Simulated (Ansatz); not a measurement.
**Molecular dynamics of Li7Nb8O24, charge -1**

Input file:

```yaml
accuracy: low
crystal:
  lattice:
    - [-5.202813, -3.003845, 4.669129]
    - [5.202813, -3.003845, 4.669129]
    - [0.0, 6.007691, 4.669129]
  atoms:
    - { symbol: Li, position: [0.26295593, 0.26328561, 0.2515176] }
    - { symbol: Li, position: [0.7147589, 0.76049847, 0.7105336] }
    - { symbol: Nb, position: [0.02500706, -0.01426517, -0.03682876] }
    - { symbol: Nb, position: [0.47997985, 0.52122117, 0.42924352] }
    - { symbol: O, position: [0.55183117, 0.4975787, 0.18376726] }
    - { symbol: O, position: [0.22218021, 0.58275827, 0.39202468] }
    - { symbol: O, position: [0.41875004, 0.26944392, 0.47472945] }
    - { symbol: O, position: [0.72618796, 0.49140955, 0.49751423] }
    - { symbol: O, position: [0.41010187, 0.51326458, 0.68647855] }
    - { symbol: O, position: [0.54436158, 0.8002175, 0.37879854] }
    - { symbol: Li, position: [0.77251188, 0.86544384, 0.23742999] }
    - { symbol: Li, position: [0.23441329, 0.27547882, 0.7120459] }
    - { symbol: Nb, position: [0.47103633, 0.47768094, -0.06892818] }
    - { symbol: Nb, position: [-0.00342907, 0.03455005, 0.48282282] }
    - { symbol: O, position: [0.04359747, 0.94552922, 0.20631251] }
    - { symbol: O, position: [0.74878759, 0.06917193, 0.38005178] }
    - { symbol: O, position: [0.9161303, 0.7742973, 0.51424929] }
    - { symbol: O, position: [0.22724905, 0.94195663, 0.51883039] }
    - { symbol: O, position: [0.93099411, 0.07178244, 0.71636246] }
    - { symbol: O, position: [0.04482873, 0.26012876, 0.37202928] }
    - { symbol: Li, position: [0.2062266, 0.72771084, 0.11603111] }
    - { symbol: Nb, position: [0.49566486, 0.01645495, 0.47450219] }
    - { symbol: Nb, position: [-0.03950917, 0.48960103, -0.06229691] }
    - { symbol: O, position: [0.04424049, 0.47718055, 0.70188298] }
    - { symbol: O, position: [0.70726361, 0.5790731, 0.86885193] }
    - { symbol: O, position: [0.9264819, 0.25440513, 0.02664675] }
    - { symbol: O, position: [0.22382449, 0.4752324, -0.00595538] }
    - { symbol: O, position: [0.9383179, 0.59129745, 0.19932095] }
    - { symbol: O, position: [0.01414966, 0.76099027, 0.91259289] }
    - { symbol: Li, position: [0.16785722, 0.72293886, 0.67010773] }
    - { symbol: Li, position: [0.74953426, 0.26130345, 0.23811866] }
    - { symbol: Nb, position: [-0.02970719, 0.53422955, 0.43699868] }
    - { symbol: Nb, position: [0.49206372, -0.01791861, -0.01000369] }
    - { symbol: O, position: [0.50802495, 0.96589824, 0.71352968] }
    - { symbol: O, position: [0.23542972, 0.07043635, 0.8805995] }
    - { symbol: O, position: [0.42520418, 0.75689316, -0.02179645] }
    - { symbol: O, position: [0.72407002, 0.96439248, 0.01367246] }
    - { symbol: O, position: [0.3854887, 0.06178714, 0.20648799] }
    - { symbol: O, position: [0.50812154, 0.25059463, 0.92903004] }
total_charge: -1
basis:
  ecutwfc: 420.0
kpoints:
  mp_grid: { grid: [2, 2, 2] }
hamiltonian:
  xc: pbesol
scf:
  occupations: { method: fermi_dirac, width: 0.05 }
  lower_state_search: "off"
md:
  timestep: 1
  n_steps: 400
  ensemble: nvt_langevin
  temperature: 1170.0
  initial_velocities: maxwell_boltzmann
  seed: 278087
  friction: 0.005
```

Launched with:

```bash
$ ansatz run input.yaml --threads 4 --pin off --max-ram 10240MiB --backend cpu --events-out ev --progress --plain --runs-dir out
```

It goes on from the last frame of an earlier run, with new velocities.

Output, in part (step lines):

```
md step     0: t =     0.00 fs  T =  1140.0 K  F+E_penalty+E_count = -50871.82727192 eV  E_kin = 5.746900 eV  (12 SCF iters)
md step     1: t =     1.00 fs  T =  1138.0 K  F+E_penalty+E_count = -50871.80947769 eV  E_kin = 5.736815 eV  (9 SCF iters)
md step     2: t =     2.00 fs  T =  1137.3 K  F+E_penalty+E_count = -50871.75068845 eV  E_kin = 5.733277 eV  (9 SCF iters)
md step     3: t =     3.00 fs  T =  1120.4 K  F+E_penalty+E_count = -50871.65779646 eV  E_kin = 5.647842 eV  (9 SCF iters)
md step     4: t =     4.00 fs  T =  1079.6 K  F+E_penalty+E_count = -50871.54197179 eV  E_kin = 5.442279 eV  (9 SCF iters)
md step     5: t =     5.00 fs  T =  1015.6 K  F+E_penalty+E_count = -50871.41413393 eV  E_kin = 5.119605 eV  (6 SCF iters)
md step     6: t =     6.00 fs  T =   982.7 K  F+E_penalty+E_count = -50871.28070970 eV  E_kin = 4.953786 eV  (7 SCF iters)
md step     7: t =     7.00 fs  T =   971.2 K  F+E_penalty+E_count = -50871.15721513 eV  E_kin = 4.895830 eV  (7 SCF iters)
[... lines left out ...]
```

The steps, from the saved trajectory:

| time (fs) | T (K) | potential energy less start (eV) |
| --- | --- | --- |
| 0 | 1140 | 0.000 |
| 13 | 833 | 0.977 |
| 26 | 1045 | 0.018 |
| 39 | 784 | 0.799 |
| 52 | 849 | 0.217 |
| 65 | 852 | 0.111 |
| 78 | 1067 | -0.151 |
| 91 | 1228 | -0.447 |
| 104 | 891 | 1.134 |
| 117 | 1087 | 0.726 |
| 130 | 1190 | 0.570 |
| 143 | 1074 | 0.409 |
| 156 | 1055 | 1.021 |
| 169 | 1022 | 1.556 |
| 182 | 1196 | 1.363 |
| 195 | 977 | 1.954 |
| 208 | 1156 | 0.992 |
| 221 | 1203 | 0.796 |
| 234 | 1171 | 0.762 |
| 247 | 961 | 1.729 |
| 260 | 1383 | 0.109 |
| 273 | 1273 | 1.061 |
| 286 | 1147 | 2.018 |
| 299 | 1174 | 2.495 |
| 312 | 1380 | 1.532 |
| 325 | 1257 | 2.046 |
| 338 | 1335 | 2.304 |
| 351 | 1425 | 1.689 |
| 364 | 1073 | 2.780 |
| 377 | 1134 | 1.798 |
| 390 | 1033 | 2.532 |

The run went to its last step. A run of 0.4 ps of so small a system gives no equilibrium averages. Limits of this set-up: no spin, though dangling bonds at a vacancy may carry it, a small cell, in which the defect meets its images, low accuracy level, charged cell in a uniform background, uncorrected.

Mean squared displacements from the first frame to the last, about the centre of mass: Li 0.64 Å², Nb 0.09 Å², O 0.11 Å².

Last frame:

```xyz
39
Lattice="-5.2028 -3.0038 4.6691 5.2028 -3.0038 4.6691 0.0000 6.0077 4.6691" Properties=species:S:1:pos:R:3
Li -0.045 0.063 3.261
Li 0.481 -0.151 10.891
Nb 0.528 -0.037 -0.387
Nb 0.036 -0.172 6.603
O -0.338 -1.456 5.199
O 1.770 0.011 5.120
O -0.570 1.316 5.093
O -1.305 -0.492 7.834
O 0.799 1.344 7.599
O 1.488 -0.906 7.474
Li -0.008 -3.700 7.123
Li 0.202 2.999 5.657
Nb 0.146 -3.005 3.856
Nb 0.359 2.981 1.968
O 4.904 -1.460 5.636
O -3.315 0.228 5.295
O -0.662 -1.595 10.309
O 4.022 -0.098 7.755
O -4.368 1.442 8.041
O 1.569 1.794 3.073
Li 3.148 -2.095 4.909
Nb -2.296 1.642 4.343
Nb 2.908 -1.800 1.644
O 2.169 2.702 5.611
O -0.670 1.665 9.856
O -3.229 -3.047 5.459
O 1.417 -1.979 2.925
O -1.522 -3.124 7.692
O 3.998 3.437 7.777
Li 2.660 1.229 7.582
Li -2.409 -1.385 6.090
Nb 3.063 1.066 4.337
Nb -2.403 -1.264 1.931
O 2.252 0.133 9.942
O -0.870 4.888 5.350
O 1.809 -3.433 5.412
O 1.357 -4.658 7.846
O -1.879 -0.006 2.997
O -1.336 3.353 7.650
```

Run time: 16 min on 4 threads of AMD EPYC 9R45 96-Core Processor (Zen 5), with other jobs on the host, peak memory 2.3 GiB.
